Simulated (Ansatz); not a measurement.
# O on Ir(111): change of the work function, part 2 of 2

Wanted: Δφ(θ) for O/Ir(111), starting from the hcp site.

Ansatz 0.2.0; plane-wave DFT, PBE, Ansatz PAW.

So far, work function, upper face (eV): step 2 (the clean slab) 5.50; step 3 (37 atoms, coverage 0.111 ML, cell 3x3) 5.58; step 4 (17 atoms, coverage 0.25 ML, cell 2x2) 5.60; step 5 (18 atoms, coverage 0.5 ML, cell 2x2) 5.81.

## Step 6: The covered slab, k-mesh 13×13×1, coverage 1 ML

System of this step: Ir4O (O/Ir(111)). The cell holds 5 atoms: 4 Ir and 1 O. Cell: a = 2.715 Å, b = 2.715 Å, c = 25.989 Å, α = 90.0°, β = 90.0°, γ = 60.0°. Vacuum lies along c.

Contents of input.yaml:

```yaml
crystal:
  lattice:
    - [2.7152900398, 0.0, 0.0]
    - [1.3576450199, 2.3515101531, 0.0]
    - [0.0, 0.0, 25.988603367]
  atoms:
    - { symbol: Ir, position: [0.0, 0.0, 0.346305643] }
    - { symbol: Ir, position: [0.3333333333, 0.3333333333, 0.4316132297] }
    - { symbol: Ir, position: [0.6666666667, 0.6666666667, 0.5168261834] }
    - { symbol: Ir, position: [0.0, 0.0, 0.6016801495] }
    - { symbol: O, position: [0.6666666667, 0.6666666667, 0.653694357] }
kpoints:
  mp_grid: { grid: [13, 13, 1] }
hamiltonian:
  xc: pbe
scf:
  occupations: { method: fermi_dirac, width: 0.1 }
  convergence: { dr2_threshold: 1.0e-08 }
efield:
  axis: 3
  dipole_correction: true
  ramp_position: 0.97
  ramp_width: 0.06
relax:
  f_tol: 0.02
  max_steps: 60
  constraints: [{ sites: [0, 1] }]
output:
  bader: true
  write_potential: true
  write_density: true
  volumetric_format: npy
```

Command:

```
$ ansatz run input.yaml --threads 4 --pin off --max-ram 12288MiB --backend cpu --events-out ev --progress --plain --runs-dir out
```

The job ended after 33 s (4 threads of Arm Neoverse V1, shared host; peak memory 0.51 GiB).

Step by step:

```tsv
step	energy less that of the first step (eV)	largest force component (eV/Å)
1	0.0000	1.6922
2	-0.0764	0.9001
3	-0.0797	1.0868
4	-0.1163	0.0919
5	-0.1168	0.0350
6	-0.1168	0.0001
```

The run keeps the 6 symmetry operations that it works with, so distortions that break them were not tested.

The atoms that moved most (Å):

```tsv
atom	dx	dy	dz	length
Ir4	0.000	0.000	0.150	0.150
O5	0.000	0.000	0.045	0.045
Ir3	0.000	0.000	-0.021	0.021
```

The relaxed structure:

```cif
data_structure
_symmetry_space_group_name_H-M 'P 1'
_symmetry_Int_Tables_number 1
_cell_length_a 2.7153
_cell_length_b 2.7153
_cell_length_c 25.9886
_cell_angle_alpha 90.000
_cell_angle_beta 90.000
_cell_angle_gamma 60.000
_cell_volume 165.94
loop_
_atom_site_label
_atom_site_type_symbol
_atom_site_fract_x
_atom_site_fract_y
_atom_site_fract_z
_atom_site_occupancy
Ir1 Ir 0.00000 0.00000 0.34631 1
Ir2 Ir 0.33333 0.33333 0.43161 1
Ir3 Ir 0.66667 0.66667 0.51602 1
Ir4 Ir 0.00000 0.00000 0.60744 1
O5 O 0.66667 0.66667 0.65542 1
```

Running mean over 2.217 Å of the planar mean; the ramp of the sawtooth is left out. Electron's electrostatic potential energy less the Fermi level against z:

```tsv
z (Å)	electron's electrostatic potential energy less the Fermi level (eV)
3.5	5.49
4.0	5.49
4.5	5.49
5.0	5.49
5.5	5.48
6.0	5.42
6.5	5.19
7.0	4.26
7.5	0.820
8.0	-5.47
8.5	-10.8
9.0	-12.7
9.5	-13.1
10.0	-13.3
10.5	-13.4
11.0	-13.6
11.5	-13.7
12.0	-13.8
12.5	-13.8
13.0	-13.6
13.5	-13.3
14.0	-12.6
14.5	-11.9
15.0	-12.6
15.5	-14.5
16.0	-16.4
16.5	-14.6
17.0	-8.27
17.5	-2.29
18.0	1.66
18.5	4.60
19.0	5.54
19.5	5.66
20.0	5.68
20.5	5.68
21.0	5.68
21.5	5.68
22.0	5.68
22.5	5.68
```

The relaxation took 6 steps and lowered the energy by 0.12 eV; the largest force on the free atoms ends at 9.6e-5 eV/Å.

The covered face has 5.68 eV, +0.19 eV against the clean one; the bare back face has moved by -0.01 eV, a measure of how thin the slab is.

## Step 7: Work function against coverage

This step: plane-wave DFT, PBE, Ansatz PAW; work function against coverage (Ansatz 0.2.0).

The runs are now put side by side.

This step gave:

```
work function of the clean face     : 5.495 eV
largest change of the work function : 0.3136 eV
```

Table of work function of the covered face by coverage:

```tsv
coverage (adsorbates/nm²)	work function of the covered face (eV)
0.00	5.50
1.74	5.58
3.92	5.60
7.83	5.81
15.66	5.68
```

The dipole per adsorbate comes from the change of the cell's dipole. Coverage, by row:

```tsv
coverage (1/nm²)	coverage (ML)	work function (eV)	change (eV)	dipole per adsorbate, positive end outwards (debye)	mean height of the added atoms over the highest substrate atom (Å)
1.74	0.1111	5.581	0.08557	-0.137	1.273
3.915	0.25	5.601	0.1056	-0.073	1.248
7.831	0.5	5.809	0.3136	-0.107	1.22
15.66	1	5.682	0.1868	-0.033	1.247
```

## Step 8: The slab at 0.25 ML, atoms frozen

This step: plane-wave DFT, PBE, Ansatz PAW (Ansatz 0.2.0).

System of this step: Ir16O (O/Ir(111)). The cell holds 17 atoms: 16 Ir and 1 O. Its edges and angles: a = 5.431 Å, b = 5.431 Å, c = 25.989 Å, α = 90.0°, β = 90.0°, γ = 60.0°. Vacuum lies along c.

To see where the charge goes, the covered slab, the bare substrate and the adsorbate layer are each run at the same frozen positions and on the same grid.

Contents of input.yaml:

```yaml
crystal:
  lattice:
    - [5.4305800796, 0.0, 0.0]
    - [2.7152900398, 4.7030203062, 0.0]
    - [0.0, 0.0, 25.988603367]
  atoms:
    - { symbol: Ir, position: [0.0, 0.0, 0.346305643] }
    - { symbol: Ir, position: [0.1666666667, 0.1666666667, 0.4316132297] }
    - { symbol: Ir, position: [0.3333333333, 0.3333333333, 0.51559897] }
    - { symbol: Ir, position: [0.0, 0.0, 0.6006411708] }
    - { symbol: Ir, position: [0.0, 0.5, 0.346305643] }
    - { symbol: Ir, position: [0.1666666667, 0.6666666667, 0.4316132297] }
    - { symbol: Ir, position: [0.3338656221, 0.833067189, 0.5167505625] }
    - { symbol: Ir, position: [-0.0104745675, 0.5052372837, 0.6043757631] }
    - { symbol: Ir, position: [0.5, 0.0, 0.346305643] }
    - { symbol: Ir, position: [0.6666666667, 0.1666666667, 0.4316132297] }
    - { symbol: Ir, position: [0.833067189, 0.3338656221, 0.5167505625] }
    - { symbol: Ir, position: [0.5052372837, -0.0104745675, 0.6043757631] }
    - { symbol: Ir, position: [0.5, 0.5, 0.346305643] }
    - { symbol: Ir, position: [0.6666666667, 0.6666666667, 0.4316132297] }
    - { symbol: Ir, position: [0.833067189, 0.833067189, 0.5167505625] }
    - { symbol: Ir, position: [0.5052372837, 0.5052372837, 0.6043757631] }
    - { symbol: O, position: [0.3333333333, 0.3333333333, 0.6523954392] }
kpoints:
  mp_grid: { grid: [7, 7, 1] }
hamiltonian:
  xc: pbe
scf:
  occupations: { method: fermi_dirac, width: 0.1 }
  convergence: { dr2_threshold: 1.0e-08 }
efield:
  axis: 3
  dipole_correction: true
  ramp_position: 0.97
  ramp_width: 0.06
output:
  write_potential: true
  write_density: true
  volumetric_format: npy
```

Elapsed: 45 s, on 4 threads; peak memory 2.5 GiB; 2.8 min of CPU time.

Numbers from this step:

```
energy at zero smearing        : -191524.1314 eV
work function, upper face      : 5.601 eV
work function, lower face      : 5.499 eV
dipole along the normal        : -0.01434 e·Å
step between the vacuum levels : 0.1016 eV
```

The work function of the upper face is 5.60 eV.

## Step 9: The substrate of the 0.25 ML cell alone

System of this step: O/Ir(111), substrate alone, atoms held. The cell holds 16 atoms: 16 Ir. Its edges and angles: a = 5.431 Å, b = 5.431 Å, c = 25.989 Å, α = 90.0°, β = 90.0°, γ = 60.0°. Vacuum lies along c.

The second part, atoms unmoved.

input.yaml: that of step 8 with these lines changed.

```diff
@@ -22,3 +22,2 @@
     - { symbol: Ir, position: [0.5052372837, 0.5052372837, 0.6043757631] }
-    - { symbol: O, position: [0.3333333333, 0.3333333333, 0.6523954392] }
 kpoints:
```

The job ended after 40 s (4 threads; peak memory 2.4 GiB; 2.6 min of CPU time).

Numbers from this step:

- energy at zero smearing: -190957.6172 eV
- work function, upper face: 5.529 eV
- work function, lower face: 5.506 eV
- dipole along the normal: -0.003296 e·Å
- step between the vacuum levels: 0.02335 eV

The work function of the upper face is 5.53 eV.

## Step 10: The adsorbate layer of the 0.25 ML cell alone

System of this step: O/Ir(111), adsorbate layer alone, atoms held. The cell holds 1 atom: 1 O. Its edges and angles: a = 5.431 Å, b = 5.431 Å, c = 25.989 Å, α = 90.0°, β = 90.0°, γ = 60.0°. Vacuum lies along c.

The third part; a free layer of atoms may carry a moment, so spin is on.

input.yaml, the sections that differ from step 9:

```yaml
crystal:
  lattice:
    - [5.4305800796, 0.0, 0.0]
    - [2.7152900398, 4.7030203062, 0.0]
    - [0.0, 0.0, 25.988603367]
  atoms:
    - { symbol: O, position: [0.3333333333, 0.3333333333, 0.6523954392], spin: 1.0 }
magnetization:
  spin_polarized: true
# kpoints, hamiltonian, scf, efield, output: as in step 9
```

The job ended after 4.9 s (4 threads; peak memory 0.76 GiB).

This step gave:

| Item | Value |
| --- | --- |
| energy at zero smearing | -561.6600 eV |
| total moment | 2.000 μB |
| site moments | 1.999 μB |
| work function, upper face | 7.269 eV |
| dipole along the normal | 6.41e-6 e·Å |

Site moment by atom:

```tsv
atom	site moment (μB)
O1	2.00
```

The free layer carries a moment of 2.0 μB a cell.

## Step 11: Density difference at 0.25 ML

This step: plane-wave DFT, PBE, Ansatz PAW; density difference on adsorption (Ansatz 0.2.0).

The densities of the parts are taken from that of the whole and averaged over planes; the first moment of what is left gives the step in the potential.

Numbers from this step:

```yaml
largest_charge_moved: -0.003948 e/Å²
potential_step_from_the_moved_charge: 0.07969 eV
```

The electron density difference oscillates, so the rows of the table below give means over windows of 1 Å about each position, cut where the curve ends. Its maxima inside the range that stand out by 2 % of the span (Å: e/Å³): 8.5: 6.9e-4, 9.4: 7.4e-4, 10.7: 4.9e-4, 11.6: 2.3e-4, 13.1: 8.1e-4, 13.9: 0.00284, 15.7: 0.00287, 16.6: 0.00495, 17.3: 0.00926. Its minima: 9.0: -0.00114, 10.0: -2.9e-4, 11.3: -4.1e-4, 12.7: -2.6e-4, 13.4: -1.9e-4, 15.3: -0.00397, 16.2: -0.00840, 16.9: -0.0115.

Planar mean, whole system less its parts. Table of electron density difference by z; means over each step:

```tsv
z (Å)	electron density difference (e/Å³)
6	5.7e-8
7	-7.1e-6
8	7.9e-6
9	-2.1e-5
10	-3.1e-5
11	5.0e-5
12	-5.1e-5
13	1.5e-4
14	0.00143
15	-9.9e-4
16	-0.00223
17	4.3e-4
18	0.00138
19	-1.0e-4
20	-1.5e-5
21	-1.2e-6
22	-9.0e-8
```

The electrons moved below z oscillates, so the rows of the table below give means over windows of 1 Å about each position, cut where the curve ends. Its maxima inside the range that stand out by 2 % of the span (Å: e/Å²): 8.7: 1.5e-4, 9.5: 2.9e-5, 11.0: 1.1e-4, 15.0: 0.00165, 15.7: 8.7e-4, 16.6: -8.7e-4, 18.2: 1.5e-4. Its minima: 9.1: -1.7e-4, 10.3: -8.9e-5, 12.8: -1.3e-4, 15.4: 3.5e-4, 16.3: -0.00215, 17.0: -0.00395.

Planar mean, whole system less its parts. The electrons moved below z by z; means over each step:

z (Å), electrons moved below z (e/Å²) and a bar from the least value:
```
        6    0.00000 ###################
        7    0.00000 ###################
        8   -0.00004 ##################
        9   -0.00001 ###################
       10   -0.00004 ##################
       11    0.00004 ###################
       12    0.00001 ###################
       13   -0.00002 ###################
       14    0.00101 ###########################
       15    0.00132 ##############################
       16   -0.00054 ##############
       17   -0.00219 
       18   -0.00002 ###################
       19    0.00005 ###################
       20    0.00001 ###################
       21    0.00000 ###################
       22    0.00000 ###################
       23    0.00000 ###################
       24    0.00000 ###################
       25    0.00000 ###################
```

## Step 12: Outcome

- work function of the clean face: 5.50 eV
- work function at 0.11 ML: 5.58 eV
- work function at 0.25 ML: 5.60 eV
- work function at 0.5 ML: 5.81 eV
- work function at 1 ML: 5.68 eV
- dipole per adsorbate at 0.11 ML, positive end outwards: -0.14 D
- step of the potential from the moved charge at 0.25 ML, upper less lower side, atoms held: 0.0797 eV

At the lowest coverage O changes the work function of Ir(111) by under 0.15 eV, within the error of so thin a slab; the largest change, +0.31 eV, comes at higher coverage. The slab has 4 layers, at the tabulated experimental lattice constant, one starting site was run, and quantum-size effects of a slab this thin can reach one or two tenths of an eV.

[Logs are printed without paths, hosts, clocks, repeated set-up lines and the standing remarks that a program may print on its own settings, such as how far it seeks lower states.]

[Hosts, paths, dates, database ids (printed as entryN), source tags and the programs' standing remarks are cut or masked in the printed files.]

[Maps of the electrostatic potential energy from Ansatz leave out the sawtooth potential of an applied field or a dipole correction, so their vacuum need not be flat; planar profiles and work functions include it.]
